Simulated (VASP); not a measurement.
# CdTe (F-43m) in VASP: a series of runs

Runs on CdTe. Level: r2SCAN+rVV10. Tasks: relaxation of cell and atoms.

Everything below comes from runs of VASP 6.6.1. Logs are shortened: lines on timing, memory, paths and dates and some standing lists are left out, and cuts for length are marked.

**1. The crystal as given**

The structure is cubic, space group F-43m (No. 216). The conventional cell has a = 6.410 Å, b = 6.410 Å, c = 6.410 Å, α = 90.00°, β = 90.00°, γ = 90.00°. Around Cd (site symmetry -43m) lie 4 Te at 2.78 Å. Around Te (site symmetry -43m) lie 4 Cd at 2.78 Å.

**2. Relaxation of cell and atoms, r2SCAN+rVV10**

File INCAR:

```
SYSTEM = CdTe
PREC = Accurate ; ENCUT = 520
EDIFF = 1E-7 ; ISMEAR = 0
SIGMA = 0.02 ; LREAL = .FALSE.
LASPH = .TRUE. ; NELM = 100
ALGO = Normal ; ISIF = 3
LWAVE = .FALSE. ; LCHARG = .FALSE.
METAGGA = R2SCAN ; LMIXTAU = .TRUE.
LUSE_VDW = .TRUE. ; IVDW_NL = 2
BPARAM = 11.95 ; CPARAM = 0.0093
IBRION = 2 ; NSW = 80
EDIFFG = -0.002
```

File KPOINTS:

```
Automatic mesh
0
G
  8 8 8
  0 0 0
```

File POSCAR:

```
CdTe
1.0
    0.0000000000      3.2050000000      3.2050000000
    3.2050000000      0.0000000000      3.2050000000
    3.2050000000      3.2050000000      0.0000000000
Cd Te
1 1
Direct
    0.0000000000      0.0000000000      0.0000000000
    0.2500000000      0.2500000000      0.2500000000
```

Potentials or basis: VASP PAW PBE potentials, release 64 (Cd, Te).

On the command line:

```sh
> cat potpaw_PBE.64/Cd/POTCAR potpaw_PBE.64/Te/POTCAR > POTCAR
> mpirun -np 1 vasp_std > vasp.out
```

OUTCAR:

```text
SYSTEM = CdTe
   PREC = Accurate
   ENCUT = 520
   EDIFF = 1E-7
   ISMEAR = 0
   LREAL = .FALSE.
   LASPH = .TRUE.
   NELM = 100
   ISIF = 3
   METAGGA = R2SCAN
   IVDW_NL = 2
   BPARAM = 11.95
   IBRION = 2
   NSW = 80
   EDIFFG = -0.002

 ion  position               nearest neighbor table
   1  0.000  0.000  0.000-   2 2.78   2 2.78   2 2.78   2 2.78
   2  0.250  0.250  0.250-   1 2.78   1 2.78   1 2.78   1 2.78

  LATTYP: Found a face centered cubic cell.
 ALAT       =     6.4100000000

  Lattice vectors:

 A1 = (   0.0000000000,   3.2050000000,   3.2050000000)
 A2 = (   3.2050000000,   0.0000000000,   3.2050000000)
 A3 = (   3.2050000000,   3.2050000000,   0.0000000000)

Analysis of symmetry for initial positions (statically):
=====================================================================
 Subroutine PRICEL returns:
 Original cell was already a primitive cell.

 Routine SETGRP: Setting up the symmetry group for a
 face centered cubic supercell.

 Subroutine GETGRP returns: Found 24 space group operations
 (whereof 24 operations were pure point group operations)
 out of a pool of 48 trial point group operations.

The static configuration has the point symmetry T_d .

Analysis of symmetry for dynamics (positions and initial velocities):
=====================================================================
 Subroutine PRICEL returns:
 Original cell was already a primitive cell.

 Routine SETGRP: Setting up the symmetry group for a
 face centered cubic supercell.

 Subroutine GETGRP returns: Found 24 space group operations
 (whereof 24 operations were pure point group operations)
 out of a pool of 48 trial point group operations.

The dynamic configuration has the point symmetry T_d .

 Subroutine INISYM returns: Found 24 space group operations
 (whereof 24 operations are pure point group operations),
 and found     1 'primitive' translations

----------------------------------------------------------------------------------------

                                     Primitive cell

  volume of cell :      65.8437

  direct lattice vectors                    reciprocal lattice vectors
     0.000000000  3.205000000  3.205000000    -0.156006240  0.156006240  0.156006240
     3.205000000  0.000000000  3.205000000     0.156006240 -0.156006240  0.156006240
     3.205000000  3.205000000  0.000000000     0.156006240  0.156006240 -0.156006240

  length of vectors
     4.532554467  4.532554467  4.532554467     0.270210734  0.270210734  0.270210734

  position of ions in fractional coordinates (direct lattice)
     0.000000000  0.000000000  0.000000000
     0.250000000  0.250000000  0.250000000

  ion indices of the primitive-cell ions
   primitive index   ion index
                 1           1
                 2           2

----------------------------------------------------------------------------------------

 KPOINTS: Automatic mesh

Automatic generation of k-mesh.
 Grid dimensions read from file:
 generate k-points for:    8    8    8

 Generating k-lattice:

  Cartesian coordinates                     Fractional coordinates (reciprocal lattice)
    -0.019500780  0.019500780  0.019500780     0.125000000  0.000000000  0.000000000
     0.019500780 -0.019500780  0.019500780     0.000000000  0.125000000  0.000000000
     0.019500780  0.019500780 -0.019500780     0.000000000  0.000000000  0.125000000

  Length of vectors
     0.033776342  0.033776342  0.033776342

  Shift w.r.t. Gamma in fractional coordinates (k-lattice)
     0.000000000  0.000000000  0.000000000

 Subroutine IBZKPT returns following result:
 ===========================================

 Found     29 irreducible k-points:

 Following reciprocal coordinates:
            Coordinates               Weight
  0.000000  0.000000  0.000000      1.000000
  0.125000  0.000000  0.000000      8.000000
  0.250000  0.000000  0.000000      8.000000
  0.375000  0.000000  0.000000      8.000000
  0.500000  0.000000  0.000000      4.000000
  0.125000  0.125000  0.000000      6.000000
[... 16 lines left out ...]
  0.500000  0.250000  0.125000     48.000000
 -0.375000  0.250000  0.125000     24.000000
 [... further k-points ...]
   k-points           NKPTS =     29   k-points in BZ     NKDIM =     29   number of bands    NBANDS=     13
   number of dos      NEDOS =    301   number of ions     NIONS =      2
   total plane-waves  NPLWV =  46656
   dimension x,y,z NGX =    36 NGY =   36 NGZ =   36
   dimension x,y,z NGXF=    72 NGYF=   72 NGZF=   72
   ions per type =               1   1
   NGX,Y,Z   is equivalent  to a cutoff of  13.20, 13.20, 13.20 a.u.
   NGXF,Y,Z  is equivalent  to a cutoff of  26.41, 26.41, 26.41 a.u.
 SYSTEM =  CdTe
   PREC   = accura    normal or accurate (medium, high low for compatibility)
   ISTART =      0    job   : 0-new  1-cont  2-samecut
   ICHARG =      2    charge: 1-file 2-atom 10-const
   ISPIN  =      1    spin polarized calculation?
   LNONCOLLINEAR =      F non collinear calculations
   LSORBIT =      F    spin-orbit coupling
   LASPH  =      T    aspherical Exc in radial PAW
   ENCUT  =  520.0 eV  38.22 Ry    6.18 a.u.   8.43  8.43  8.43*2*pi/ulx,y,z
   NELM   =    100;   NELMIN=  2; NELMDL= -5     # of ELM steps
   EDIFF  = 0.1E-06   stopping-criterion for ELM
   LREAL  =      F    real-space projection
   EDIFFG = -.2E-02   stopping-criterion for IOM
   NSW    =     80    number of steps for IOM
   IBRION =      2    ionic relax: 0-MD 1-quasi-New 2-CG
   NFREE  =      1    steps in history (QN), initial steepest desc. (CG)
   ISIF   =      3    stress and relaxation
   ISYM   =      2    0-nonsym 1-usesym 2-fastsym
   POTIM  = 0.5000    time-step for ionic-motion
   TEBEG  =    0.0;   TEEND  =   0.0 temperature during run
   PSTRESS=    0.0 pullay stress
   NELECT =      18.0000    total number of electrons
   NUPDOWN=      -1.0000    fix difference up-down
   EMIN   =  10.00;   EMAX   =-10.00  energy-range for DOS
   EFERMI =   0.00;   METHOD = LEGACY
   ISMEAR =     0;   SIGMA  =   0.02  broadening in eV -4-tet -1-fermi 0-gaus
   EFERMI_NEDOS =   21; number of points for ismear=-14 and -15
   IALGO  =     38    algorithm
   IMIX   =      4    mixing-type and parameters
     AMIX     =   0.40;   BMIX     =  1.00
     AMIX_MAG =   1.60;   BMIX_MAG =  1.00
  volume/ion in A,a.u.               =      32.92       222.17
  Fermi-wavevector in a.u.,A,eV,Ry     =   1.062497  2.007828 15.359610  1.128899
  Thomas-Fermi vector in A             =   2.197950
   LORBIT       =      0    0 simple, 1 ext, 2 COOP (PROOUT), +10 PAW based schemes
   METAGGA = R2SCAN    functional components
   LHFCALC =     F    Hartree Fock is set to
   AEXX    =    0.0000 exact exchange contribution
   IVDW_NL    =     2    kernel type
   BPARAM     =11.9500
   IVDW    =     0    specifies the selected vdW correction
   LEPSILON=     F    determine dielectric tensor
   LRPA    =     F    only Hartree local field effects (RPA)
 conjugate gradient relaxation of ions
 non-spin polarized calculation
 Gauss-broadening in eV      SIGMA  =   0.02
  energy-cutoff  :      520.00
  volume of cell :       65.84
 maximum number of plane-waves:      1807
 NGX is ok and might be reduce to    36
   NGX = 17   NGY = 17   NGZ = 17

--------------------------------------- Ionic step        1  -------------------------------------------

 number of electron      17.9999995 magnetization

 Free energy of the ion-electron system (eV)
  ---------------------------------------------------
  ext. energy  EPLUGINS =         0.00000000
  ---------------------------------------------------
  free energy    TOTEN  =       -45.97542085 eV

  energy without entropy =      -45.97542085  energy(sigma->0) =      -45.97542085

------------------------ aborting loop because EDIFF is reached ----------------------------------------

  FORCE on cell =-STRESS in cart. coord.  units (eV):
  Direction    XX          YY          ZZ          XY          YZ          ZX
  --------------------------------------------------------------------------------------
  -------------------------------------------------------------------------------------
  Total        1.0975159      1.0975159      1.0975159     -0.0000000     -0.0000000     -0.0000000
  in kB       26.7059054     26.7059054     26.7059054     -0.0000000     -0.0000000     -0.0000000
  external PRESSURE =      26.7059054 kB  Pullay stress =       0.0000000 kB
[... 165 lines left out ...]
  energy  without entropy=      -46.0050502723  energy(sigma->0) =      -46.00505027

--------------------------------------- Ionic step        6  -------------------------------------------

 number of electron      18.0000002 magnetization

 Free energy of the ion-electron system (eV)
  ---------------------------------------------------
  ext. energy  EPLUGINS =         0.00000000
  ---------------------------------------------------
  free energy    TOTEN  =       -46.00505050 eV

  energy without entropy =      -46.00505050  energy(sigma->0) =      -46.00505050

 E-fermi :   2.0327     XC(G=0):  -9.0779

 val. band max:        1.8861910100   @ k =   0.0000   0.0000   0.0000
 cond. band min:       3.0438848364   @ k =   0.0000   0.0000   0.0000
 fundamental gap:      1.1576938264
 Fermi energy:         2.0327497764

 k-point     1 :       0.0000    0.0000    0.0000
  band No.  band energies     occupation
      1      -9.5181      2.00000
      2      -6.5885      2.00000
      3      -6.5885      2.00000
      4      -6.5885      2.00000
      5      -6.3199      2.00000
      6      -6.3199      2.00000
      7       1.8862      2.00000
      8       1.8862      2.00000
      9       1.8862      2.00000
     10       3.0439      0.00000
     11       6.9070      0.00000
     12       6.9070      0.00000
     13       6.9070      0.00000
[... 353 lines left out ...]
 k-point    24 :      -0.3750    0.2500    0.1250
  band No.  band energies     occupation
      1      -9.0654      2.00000
      2      -6.4973      2.00000
      3      -6.4866      2.00000
      4      -6.3349      2.00000
      5      -6.3143      2.00000
      6      -5.8701      2.00000
      7      -2.3009      2.00000
      8      -0.1511      2.00000
      9       0.6386      2.00000
     10       5.4575      0.00000
     11       6.7578      0.00000
     12       8.2380      0.00000
     13       9.4228      0.00000

 [... further k-points ...]

------------------------ aborting loop because EDIFF is reached ----------------------------------------

  FORCE on cell =-STRESS in cart. coord.  units (eV):
  Direction    XX          YY          ZZ          XY          YZ          ZX
  --------------------------------------------------------------------------------------
  -------------------------------------------------------------------------------------
  Total        0.0015045      0.0015045      0.0015045      0.0000000      0.0000000      0.0000000
  in kB        0.0346365      0.0346365      0.0346365      0.0000000      0.0000000      0.0000000
  external PRESSURE =       0.0346365 kB  Pullay stress =       0.0000000 kB
[... 17 lines left out ...]
  FREE ENERGIE OF THE ION-ELECTRON SYSTEM (eV)
  ---------------------------------------------------
  free  energy   TOTEN  =       -46.0050505037 eV

  energy  without entropy=      -46.0050505037  energy(sigma->0) =      -46.00505050

 reached required accuracy - stopping structural energy minimisation
```

Wall time 12 min (1 thread of Intel Xeon Platinum 8488C (Sapphire Rapids), shared host); peak memory 0.42 GiB.

What came out:

- Free energy: -46.0051 eV
- Relaxed volume: 34.80 Å³/atom
- Relaxed cell: a = 4.617 Å, b = 4.617 Å, c = 4.617 Å, α = 60.00°, β = 60.00°, γ = 60.00°
- Space group after relaxing (to 0.05 Å): F-43m (No. 216)
- Energy gained by relaxing: 14.8 meV/atom
- Ionic steps: 6
- Pressure after relaxing: 0.0 GPa
- Band gap on the k mesh: 1.16 eV, direct

Step by step:
| step | energy change (eV) | largest force (eV/Å) | pressure (GPa) | volume (Å³) |
| --- | --- | --- | --- | --- |
| 1 | 0.0000 | 0.0000 | 2.67 | 65.84 |
| 2 | -0.0248 | 0.0000 | -0.93 | 71.21 |
| 3 | -0.0296 | 0.0000 | 0.01 | 69.58 |
| 4 | -0.0296 | 0.0000 | -0.04 | 69.66 |
| 5 | -0.0296 | 0.0000 | 0.01 | 69.58 |
| 6 | -0.0296 | 0.0000 | 0.00 | 69.59 |

Final structure:
```cif
data_structure
_symmetry_space_group_name_H-M 'P 1'
_symmetry_Int_Tables_number 1
_cell_length_a 4.6170
_cell_length_b 4.6170
_cell_length_c 4.6170
_cell_angle_alpha 60.000
_cell_angle_beta 60.000
_cell_angle_gamma 60.000
_cell_volume 69.59
loop_
_atom_site_label
_atom_site_type_symbol
_atom_site_fract_x
_atom_site_fract_y
_atom_site_fract_z
_atom_site_occupancy
Cd1 Cd 0.00000 0.00000 0.00000 1
Te1 Te 0.25000 0.25000 0.25000 1
```

Caveat: the PAW data sets were made with another functional, which shifts forces and pressure a little; spin-orbit coupling is left out, which moves the levels of the heavy elements. r2SCAN opens gaps a little over a GGA but as a rule still falls short of measured ones.

**3. Relaxation of cell and atoms, r2SCAN+rVV10**

This run uses another cell than the first one, of 34.80 Å³/atom, 1.057 times its volume.

INCAR is that of step 2.

KPOINTS is that of step 2.

File POSCAR:

```
CdTe                                    
1.0
    0.0000000000      3.2647149802      3.2647149802
    3.2647149802      0.0000000000      3.2647149802
    3.2647149802      3.2647149802     -0.0000000000
  Cd              Te            
     1     1
Direct
     0.0000000000000000    0.0000000000000000    0.0000000000000000
     0.2500000000000000    0.2500000000000000    0.2500000000000000
```

Potentials or basis: VASP PAW PBE potentials, release 64 (Cd, Te).

On the command line:

```sh
> cat potpaw_PBE.64/Cd/POTCAR potpaw_PBE.64/Te/POTCAR > POTCAR
> mpirun -np 1 vasp_std > vasp.out
```

It took 3.2 min on 1 thread of Intel Xeon Platinum 8488C (Sapphire Rapids), shared host; peak memory 0.4 GiB.

Results (log left out):

| Item | Value |
| --- | --- |
| Free energy | -46.0053 eV |
| Pressure after relaxing | 0.0 GPa |
| Band gap on the k mesh | 1.16 eV, direct |

Final structure:
```yaml
crystal:
  lattice:
    - [0.00000, 3.26471, 3.26471]
    - [3.26471, 0.00000, 3.26471]
    - [3.26471, 3.26471, 0.00000]
  atoms:
    - { symbol: Cd, position: [0.00000, 0.00000, 0.00000] }
    - { symbol: Te, position: [0.25000, 0.25000, 0.25000] }
```

Levels at points of the mesh, in eV from the valence-band top:
| k point | band 6 | band 7 | band 8 | band 9 | band 10 | band 11 | band 12 | band 13 |
| --- | --- | --- | --- | --- | --- | --- | --- | --- |
| (0.00, 0.00, 0.00) | -8.21 | 0.00 | 0.00 | 0.00 | 1.16 | 5.02 | 5.02 | 5.02 |
| (0.50, 0.00, 0.00) | -7.85 | -4.39 | -0.76 | -0.76 | 2.17 | 5.56 | 5.56 | 7.27 |
| (0.50, 0.50, 0.00) | -7.71 | -4.25 | -1.85 | -1.85 | 2.84 | 2.95 | 9.26 | 9.68 |

Caveat: the relaxation stopped at its first step, so nothing moved; the PAW data sets were made with another functional, which shifts forces and pressure a little; spin-orbit coupling is left out, which moves the levels of the heavy elements. r2SCAN opens gaps a little over a GGA but as a rule still falls short of measured ones.
